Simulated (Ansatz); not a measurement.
# LiH: sound and stiffness along [100], [110] and [111]

The calculation used Ansatz, DFT PBEsol, scalar-relativistic, plane waves, PAW. Settings: 420 eV plane-wave cutoff, Γ-centred 10×10×10 mesh, fixed occupations. No spin polarisation.

Relaxed structure:
```
CELL_PARAMETERS angstrom
0.00000 1.99009 1.99009
1.99009 0.00000 1.99009
1.99009 1.99009 0.00000
ATOMIC_POSITIONS crystal
Li 0.00000 0.00000 0.00000
H 0.50000 0.50000 0.50000
```

With ions relaxed, on the cubic axes: C11 = 90.2, C12 = 10.4, C44 = 48.3 GPa. The density is 0.837 g/cm³.

Question: Is the crystal stable against strain, and how anisotropic is it?

Answer: Born's conditions hold: C11 + 2C12 = 111.1, C11 − C12 = 79.8 and C44 = 48.3 GPa are all positive. B = (C11 + 2C12)/3 = 37.0 GPa. The two shear moduli are C44 and C′ = (C11 − C12)/2 = 39.9 GPa, so Zener's ratio is A = C44/C′ = 1.21: the tetragonal shear C′ is the soft one, as in many fcc and bcc metals and zincblende crystals. The Cauchy pressure C12 − C44 is -37.9 GPa; it would vanish for pair forces between atoms on inversion centres at zero pressure, and a negative value is usual with directional bonding, though many-body forces give one in some ionic oxides too.

Question: Give the sound speeds along the three symmetry directions.

Answer: The Christoffel equation gives ρv² for each branch:
| direction | branch | ρv² | GPa | v (m/s) |
| --- | --- | --- | --- | --- |
| [100] | L | C11 | 90.2 | 10381 |
| [100] | T (×2) | C44 | 48.3 | 7597 |
| [110] | L | (C11 + C12 + 2C44)/2 | 98.7 | 10855 |
| [110] | T, u ∥ [001] | C44 | 48.3 | 7597 |
| [110] | T, u ∥ [1-10] | (C11 − C12)/2 | 39.9 | 6903 |
| [111] | L | (C11 + 2C12 + 4C44)/3 | 101.5 | 11008 |
| [111] | T (×2) | (C11 − C12 + C44)/3 | 42.7 | 7142 |

Question: How does Young's modulus depend on direction?

Answer: Inverting gives S11 = 11.355, S12 = -1.177, S44 = 20.695 TPa⁻¹. Along a unit vector (l, m, n), 1/E = S11 − 2(S11 − S12 − S44/2)(l²m² + m²n² + n²l²), where the last bracket is 0, 1/4 and 1/3 for [100], [110] and [111]: E = 88, 97 and 101 GPa. With A > 1 the body diagonal is stiffest. For a film on (001), the biaxial modulus is C11 + C12 − 2C12²/C11 = 98 GPa and the normal strain is −2C12/C11 = -0.23 times the in-plane one.

Cost: 2 runs of about 0.21 core-minutes in all, on Arm Neoverse V1 (shared hosts).